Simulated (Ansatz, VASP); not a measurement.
CdF2 in VASP and in Ansatz

```
Cd F
1.0
     0.00000    2.69400    2.69400
     2.69400    0.00000    2.69400
     2.69400    2.69400    0.00000
Cd F
1 2
Direct
  0.00000 0.00000 0.00000
  0.25000 0.25000 0.25000
  0.75000 0.75000 0.75000
```

Alike in both runs: task single point; functional PBE; dispersion D3(BJ); k mesh 6 × 6 × 6; occupations gaussian, width 0.1 eV; no spin polarisation.

|  | VASP | Ansatz |
| --- | --- | --- |
| version | VASP 6.6.1 | Ansatz 0.2.0 |
| potentials or method | VASP PAW PBE potentials, release 64 (Cd, F) | scalar-relativistic, plane waves, PAW |
| plane-wave cutoff (eV) | 520 | 420 |
| valence electrons in the cell | 26 | 34 |

```tsv
	VASP	Ansatz	Ansatz less VASP
gap on the k mesh at the Fermi level (eV)	3.09	3.12	+0.033
least direct gap on the mesh (eV)	3.57	3.60	+0.031
pressure (GPa)	4.1	3.4	-0.74
```

The two sets of potentials don't hold the same shells in valence.

A k mesh can miss the band edges.
